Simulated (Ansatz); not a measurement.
The system is SnO2.

```xyz
6
Lattice="-2.0001 2.0001 5.1237 2.0001 -2.0001 5.1237 2.0001 2.0001 -5.1237" Properties=species:S:1:pos:R:3 pbc="T T T"
Sn    0.0000    0.0000    0.0000
Sn    0.0000    2.0001    2.5618
O     0.0000    2.0001    0.4767
O     0.0000    0.0000    2.0851
O     0.0000    2.0001    4.6469
O     0.0000    0.0000    8.1623
```

Measurements of this composition are mostly on another form, of space group No. 136.

Program: Ansatz 0.2.0. Alike in all runs: task band structure; potentials or basis Ansatz PAW; cell as given; cutoff (eV) 420; smearing fermi-dirac 0.05 eV.

**Question.** Order these runs on this cell by their pressure, lowest first.
A. level RPBE; spin off; k mesh 9 × 9 × 9
B. level PBE; spin SOC, no magnetisation; k mesh 7 × 7 × 7
C. level PBEsol; spin SOC, no magnetisation; k mesh 7 × 7 × 7
D. level LDA; spin off; k mesh 9 × 9 × 9

**Answer.** D (-3.9 GPa), C (0.6 GPa), B (5.8 GPa), A (9.4 GPa).

Caveats: the PAW data sets come from PBE, with cores solved anew for the run's functional, which leaves a small shift of forces and pressure (some runs).
